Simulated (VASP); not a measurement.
# LiF in VASP: a series of runs

One wire, LiF, is run at these levels: PBEsol; tasks: single point.

Everything below comes from runs of VASP 6.6.1. Logs are shortened: lines on timing, memory, paths and dates and some standing lists are left out, and cuts for length are marked.

## (1) The structure

The cell holds a wire with vacuum, 16 atoms: a = 13.000 Å, b = 13.300 Å, c = 3.725 Å, α = 90.00°, β = 90.00°, γ = 90.00°.

## (2) Single point, PBEsol

INCAR

```
SYSTEM = LiF
  PREC = Accurate
  ENCUT = 520
  EDIFF = 1E-6
  ISMEAR = 0
  SIGMA = 0.05
  LREAL = Auto
  LASPH = .TRUE.
  NELM = 100
  ALGO = Fast
  ISIF = 2
  LWAVE = .FALSE.
  LCHARG = .FALSE.
  GGA = PS
  NBANDS = 54
```

KPOINTS

```
Automatic mesh
0
G
  1 1 8
  0 0 0
```

POSCAR

```
LiF
1.0
   13.0000000000      0.0000000000      0.0000000000
    0.0000000000     13.3000000000      0.0000000000
    0.0000000000      0.0000000000      3.7252637999
Li F
8 8
Direct
    0.5168320653      0.5164498440      0.0000000000
    0.4988123767      0.3504128180      0.5000000000
    0.4795874780      0.6565152797      0.5000000000
    0.3469599845      0.4988393330      0.5000000000
    0.6601277052      0.4800451077      0.5000000000
    0.3558782497      0.3591300884      0.0000000000
    0.3434640514      0.6421908135      0.0000000000
    0.6454730652      0.3469898666      0.0000000000
    0.3426735916      0.5007056010      0.0000000000
    0.6655631837      0.4909675819      0.0000000000
    0.3482927036      0.3517176350      0.5000000000
    0.3348797855      0.6492592947      0.5000000000
    0.6527014390      0.3386025532      0.5000000000
    0.5089709291      0.5087708254      0.5000000000
    0.5007201802      0.3462311858      0.0000000000
    0.4907635546      0.6618266430      0.0000000000
```

Potentials or basis: VASP PAW PBE potentials, release 64 (Li_sv, F).

The run is started by

```bash
> cat potpaw_PBE.64/Li_sv/POTCAR potpaw_PBE.64/F/POTCAR > POTCAR
> mpirun -np 1 vasp_std > vasp.out
```

OUTCAR:

```text
SYSTEM = LiF
   PREC = Accurate
   ENCUT = 520
   EDIFF = 1E-6
   ISMEAR = 0
   LREAL = Auto
   LASPH = .TRUE.
   NELM = 100
   ISIF = 2
   GGA = PS

 ion  position               nearest neighbor table
   1  0.517  0.516  0.000-  14 1.87  14 1.87  10 1.96  16 1.96
   2  0.499  0.350  0.500-  15 1.86  15 1.86  11 1.96  13 2.01  14 2.11
   3  0.480  0.657  0.500-  16 1.87  16 1.87  12 1.88  14 2.00   7 2.58   7 2.58
   4  0.347  0.499  0.500-   9 1.86   9 1.86  11 1.96  12 2.01  14 2.11
   5  0.660  0.480  0.500-  10 1.87  10 1.87  13 1.88  14 2.00   8 2.58   8 2.58
   6  0.356  0.359  0.000-  11 1.87  11 1.87  15 1.89   9 1.89
   7  0.343  0.642  0.000-  12 1.87  12 1.87   9 1.88  16 1.93   3 2.58   3 2.58
   8  0.645  0.347  0.000-  13 1.87  13 1.87  15 1.88  10 1.93   5 2.58   5 2.58
   9  0.343  0.501  0.000-   4 1.86   4 1.86   7 1.88   6 1.89
  10  0.666  0.491  0.000-   5 1.87   5 1.87   8 1.93   1 1.96
  11  0.348  0.352  0.500-   6 1.87   6 1.87   4 1.96   2 1.96
  12  0.335  0.649  0.500-   7 1.87   7 1.87   3 1.88   4 2.01
  13  0.653  0.339  0.500-   8 1.87   8 1.87   5 1.88   2 2.01
  14  0.509  0.509  0.500-   1 1.87   1 1.87   3 2.00   5 2.00   4 2.11   2 2.11
  15  0.501  0.346  0.000-   2 1.86   2 1.86   8 1.88   6 1.89
  16  0.491  0.662  0.000-   3 1.87   3 1.87   7 1.93   1 1.96

  LATTYP: Found a simple orthorhombic cell.
 ALAT       =     3.7252637999
 B/A-ratio  =     3.4896857507
 C/A-ratio  =     3.5702169603

  Lattice vectors:

 A1 = (   0.0000000000,   0.0000000000,   3.7252637999)
 A2 = (  13.0000000000,   0.0000000000,   0.0000000000)
 A3 = (   0.0000000000,  13.3000000000,   0.0000000000)

Analysis of symmetry for initial positions (statically):
=====================================================================
 Subroutine PRICEL returns:
 Original cell was already a primitive cell.

 Routine SETGRP: Setting up the symmetry group for a
 simple orthorhombic supercell.

 Subroutine GETGRP returns: Found  2 space group operations
 (whereof  2 operations were pure point group operations)
 out of a pool of  8 trial point group operations.

The static configuration has the point symmetry C_1h.

Analysis of symmetry for dynamics (positions and initial velocities):
=====================================================================
 Subroutine PRICEL returns:
 Original cell was already a primitive cell.

 Routine SETGRP: Setting up the symmetry group for a
 simple orthorhombic supercell.

 Subroutine GETGRP returns: Found  2 space group operations
 (whereof  2 operations were pure point group operations)
 out of a pool of  8 trial point group operations.

The dynamic configuration has the point symmetry C_1h.

 Subroutine INISYM returns: Found  2 space group operations
 (whereof  2 operations are pure point group operations),
 and found     1 'primitive' translations

----------------------------------------------------------------------------------------

                                     Primitive cell

  volume of cell :     644.0981

  direct lattice vectors                    reciprocal lattice vectors
    13.000000000  0.000000000  0.000000000     0.076923077  0.000000000  0.000000000
     0.000000000 13.300000000  0.000000000     0.000000000  0.075187970  0.000000000
     0.000000000  0.000000000  3.725263800     0.000000000  0.000000000  0.268437365

  length of vectors
    13.000000000 13.300000000  3.725263800     0.076923077  0.075187970  0.268437365

  position of ions in fractional coordinates (direct lattice)
     0.516832065  0.516449844  0.000000000
     0.498812377  0.350412818  0.500000000
     0.479587478  0.656515280  0.500000000
     0.346959985  0.498839333  0.500000000
     0.660127705  0.480045108  0.500000000
     0.355878250  0.359130088  0.000000000
[... 8 lines left out ...]
     0.500720180  0.346231186  0.000000000
     0.490763555  0.661826643  0.000000000

  ion indices of the primitive-cell ions
   primitive index   ion index
                 1           1
                 2           2
                 3           3
                 4           4
                 5           5
                 6           6
[... 8 lines left out ...]
                15          15
                16          16

----------------------------------------------------------------------------------------

 KPOINTS: Automatic mesh

Automatic generation of k-mesh.
 Grid dimensions read from file:
 generate k-points for:    1    1    8

 Generating k-lattice:

  Cartesian coordinates                     Fractional coordinates (reciprocal lattice)
     0.076923077  0.000000000  0.000000000     1.000000000  0.000000000  0.000000000
     0.000000000  0.075187970  0.000000000     0.000000000  1.000000000  0.000000000
     0.000000000  0.000000000  0.033554671     0.000000000  0.000000000  0.125000000

  Length of vectors
     0.076923077  0.075187970  0.033554671

  Shift w.r.t. Gamma in fractional coordinates (k-lattice)
     0.000000000  0.000000000  0.000000000

 Subroutine IBZKPT returns following result:
 ===========================================

 Found      5 irreducible k-points:

 Following reciprocal coordinates:
            Coordinates               Weight
  0.000000  0.000000  0.000000      1.000000
  0.000000  0.000000  0.125000      2.000000
  0.000000  0.000000  0.250000      2.000000
  0.000000  0.000000  0.375000      2.000000
  0.000000  0.000000  0.500000      1.000000
   k-points           NKPTS =      5   k-points in BZ     NKDIM =      5   number of bands    NBANDS=     54
   number of dos      NEDOS =    301   number of ions     NIONS =     16
   total plane-waves  NPLWV = 274400
   dimension x,y,z NGX =    98 NGY =  100 NGZ =   28
   dimension x,y,z NGXF=   196 NGYF=  200 NGZF=   56
   ions per type =               8   8
   NGX,Y,Z   is equivalent  to a cutoff of  12.53, 12.50, 12.50 a.u.
   NGXF,Y,Z  is equivalent  to a cutoff of  25.06, 25.00, 24.99 a.u.
 SYSTEM =  LiF
   PREC   = accura    normal or accurate (medium, high low for compatibility)
   ISTART =      0    job   : 0-new  1-cont  2-samecut
   ICHARG =      2    charge: 1-file 2-atom 10-const
   ISPIN  =      1    spin polarized calculation?
   LNONCOLLINEAR =      F non collinear calculations
   LSORBIT =      F    spin-orbit coupling
   LASPH  =      T    aspherical Exc in radial PAW
   ENCUT  =  520.0 eV  38.22 Ry    6.18 a.u.  24.17 24.73  6.93*2*pi/ulx,y,z
   NELM   =    100;   NELMIN=  2; NELMDL= -5     # of ELM steps
   EDIFF  = 0.1E-05   stopping-criterion for ELM
   LREAL  =      T    real-space projection
   EDIFFG = 0.1E-04   stopping-criterion for IOM
   NSW    =      0    number of steps for IOM
   IBRION =     -1    ionic relax: 0-MD 1-quasi-New 2-CG
   NFREE  =      0    steps in history (QN), initial steepest desc. (CG)
   ISIF   =      2    stress and relaxation
   ISYM   =      2    0-nonsym 1-usesym 2-fastsym
   POTIM  = 0.5000    time-step for ionic-motion
   TEBEG  =    0.0;   TEEND  =   0.0 temperature during run
   PSTRESS=    0.0 pullay stress
   NELECT =      80.0000    total number of electrons
   NUPDOWN=      -1.0000    fix difference up-down
   EMIN   =  10.00;   EMAX   =-10.00  energy-range for DOS
   EFERMI =   0.00;   METHOD = LEGACY
   ISMEAR =     0;   SIGMA  =   0.05  broadening in eV -4-tet -1-fermi 0-gaus
   EFERMI_NEDOS =   21; number of points for ismear=-14 and -15
   IALGO  =     68    algorithm
   IMIX   =      4    mixing-type and parameters
     AMIX     =   0.40;   BMIX     =  1.00
     AMIX_MAG =   1.60;   BMIX_MAG =  1.00
  volume/ion in A,a.u.               =      40.26       271.66
  Fermi-wavevector in a.u.,A,eV,Ry     =   0.816810  1.543546  9.077506  0.667178
  Thomas-Fermi vector in A             =   1.927145
   LORBIT       =      0    0 simple, 1 ext, 2 COOP (PROOUT), +10 PAW based schemes
   GGA     = PS    functional components
   LHFCALC =     F    Hartree Fock is set to
   AEXX    =    0.0000 exact exchange contribution
   IVDW    =     0    specifies the selected vdW correction
   LEPSILON=     F    determine dielectric tensor
   LRPA    =     F    only Hartree local field effects (RPA)
 non-spin polarized calculation
 RMM-DIIS sequential band-by-band and
 Gauss-broadening in eV      SIGMA  =   0.05
  energy-cutoff  :      520.00
  volume of cell :      644.10
 maximum number of plane-waves:     17398
 NGX is ok and might be reduce to    98
   NGX = 49   NGY = 49   NGZ = 13

 number of electron      79.9999907 magnetization

 Free energy of the ion-electron system (eV)
  ---------------------------------------------------
  ext. energy  EPLUGINS =         0.00000000
  ---------------------------------------------------
  free energy    TOTEN  =       -76.52671392 eV

  energy without entropy =      -76.52671392  energy(sigma->0) =      -76.52671392

 E-fermi :  -6.0718     XC(G=0):  -2.8199

 val. band max:       -6.4264843458   @ k =   0.0000   0.0000   0.5000
 cond. band min:       0.4361425519   @ k =   0.0000   0.0000   0.0000
 fundamental gap:      6.8626268977
 Fermi energy:        -6.0717884202

 k-point     1 :       0.0000    0.0000    0.0000
  band No.  band energies     occupation
      1     -46.9809      2.00000
      2     -46.9762      2.00000
      3     -46.7640      2.00000
      4     -46.7626      2.00000
      5     -46.6960      2.00000
      6     -46.6490      2.00000
[... 44 lines left out ...]
     51       4.1643      0.00000
     52       4.5032      0.00000

 k-point     2 :       0.0000    0.0000    0.1250
  band No.  band energies     occupation
      1     -46.9795      2.00000
      2     -46.9752      2.00000
      3     -46.7633      2.00000
      4     -46.7620      2.00000
      5     -46.6934      2.00000
      6     -46.6490      2.00000
[... 44 lines left out ...]
     51       4.3582      0.00000
     52       4.5527      0.00000

 k-point     3 :       0.0000    0.0000    0.2500
  band No.  band energies     occupation
      1     -46.9763      2.00000
      2     -46.9728      2.00000
      3     -46.7617      2.00000
      4     -46.7608      2.00000
      5     -46.6861      2.00000
      6     -46.6489      2.00000
[... 44 lines left out ...]
     51       4.7885      0.00000
     52       5.9624      0.00000

 k-point     4 :       0.0000    0.0000    0.3750
  band No.  band energies     occupation
      1     -46.9730      2.00000
      2     -46.9703      2.00000
      3     -46.7602      2.00000
      4     -46.7596      2.00000
      5     -46.6751      2.00000
      6     -46.6501      2.00000
[... 44 lines left out ...]
     51       5.1131      0.00000
     52       5.1996      0.00000

 k-point     5 :       0.0000    0.0000    0.5000
  band No.  band energies     occupation
      1     -46.9717      2.00000
      2     -46.9693      2.00000
      3     -46.7596      2.00000
      4     -46.7590      2.00000
      5     -46.6638      2.00000
      6     -46.6606      2.00000
[... 44 lines left out ...]
     51       4.5344      0.00000
     52       4.5822      0.00000
 [bands above 52 left out]

------------------------ aborting loop because EDIFF is reached ----------------------------------------

  FORCE on cell =-STRESS in cart. coord.  units (eV):
  Direction    XX          YY          ZZ          XY          YZ          ZX
  --------------------------------------------------------------------------------------
  -------------------------------------------------------------------------------------
  Total       -0.2061367     -0.2063618      0.2177971     -0.0083331      0.0000000      0.0000000
  in kB       -0.5127596     -0.5133197      0.5417645     -0.0207284      0.0000000      0.0000000
  external PRESSURE =      -0.1614383 kB  Pullay stress =       0.0000000 kB

 VOLUME and BASIS-vectors are now :
 -----------------------------------------------------------------------------
  energy-cutoff  :      520.00
  volume of cell :      644.10
      direct lattice vectors                 reciprocal lattice vectors
    13.000000000  0.000000000  0.000000000     0.076923077  0.000000000  0.000000000
     0.000000000 13.300000000  0.000000000     0.000000000  0.075187970  0.000000000
     0.000000000  0.000000000  3.725263800     0.000000000  0.000000000  0.268437365

 POSITION                                       TOTAL-FORCE (eV/Angst)
 -----------------------------------------------------------------------------------
      6.71882      6.86878      0.00000        -0.000150     -0.002049      0.000000
      6.48456      4.66049      1.86263         0.000250     -0.009426      0.000000
      6.23464      8.73165      1.86263         0.025272      0.025159      0.000000
      4.51048      6.63456      1.86263        -0.010667     -0.003558      0.000000
      8.58166      6.38460      1.86263         0.024981      0.024763      0.000000
      4.62642      4.77643      0.00000        -0.028330     -0.028110      0.000000
[... 8 lines left out ...]
      6.50936      4.60487      0.00000        -0.004499      0.005554      0.000000
      6.37993      8.80229      0.00000         0.010712      0.001100      0.000000
 -----------------------------------------------------------------------------------
    total drift:                                0.003685     -0.001121     -0.000011

  FREE ENERGIE OF THE ION-ELECTRON SYSTEM (eV)
  ---------------------------------------------------
  free  energy   TOTEN  =       -76.5267139176 eV

  energy  without entropy=      -76.5267139176  energy(sigma->0) =      -76.52671392
```

Wall time 7.2 min (1 thread of Intel Xeon Platinum 8488C (Sapphire Rapids), shared host); peak memory 0.58 GiB.

Results:

```yaml
Free_energy: -76.5267 eV
Largest_force: 0.040 eV/Å
Band_gap_on_the_k_mesh: 6.86 eV, indirect (least direct gap 6.87 eV)
```

Forces on the atoms (eV/Å):
```
Li   0.000 -0.002  0.000
Li   0.000 -0.009  0.000
Li   0.025  0.025  0.000
Li  -0.011 -0.004  0.000
Li   0.025  0.025  0.000
Li  -0.028 -0.028  0.000
Li  -0.026  0.025  0.000
Li   0.025 -0.024  0.000
F    0.004 -0.001  0.000
F    0.002  0.013  0.000
F   -0.003 -0.009  0.000
F   -0.013  0.000  0.000
F    0.002 -0.010  0.000
F   -0.008 -0.007  0.000
F   -0.004  0.006  0.000
F    0.011  0.001  0.000
```

Levels at points of the mesh, in eV from the valence-band top:
| k point | band 37 | band 38 | band 39 | band 40 | band 41 | band 42 | band 43 | band 44 |
| --- | --- | --- | --- | --- | --- | --- | --- | --- |
| (0.00, 0.00, 0.00) | -0.25 | -0.18 | -0.15 | -0.01 | 6.86 | 7.49 | 7.53 | 7.72 |
| (0.00, 0.00, 0.50) | -0.19 | -0.14 | -0.06 | 0.00 | 9.37 | 9.52 | 9.73 | 9.89 |

Caveat: the cutoff is under 1.25 times the usual one of these potentials, so pressure, stress and relaxed cells hold a basis-set (Pulay) error; the PAW data sets were made with another functional, which shifts forces and pressure a little. Expect the measured gap to be larger: semilocal functionals such as PBEsol lack the derivative discontinuity.

(Part 1 of 2 ends here.)
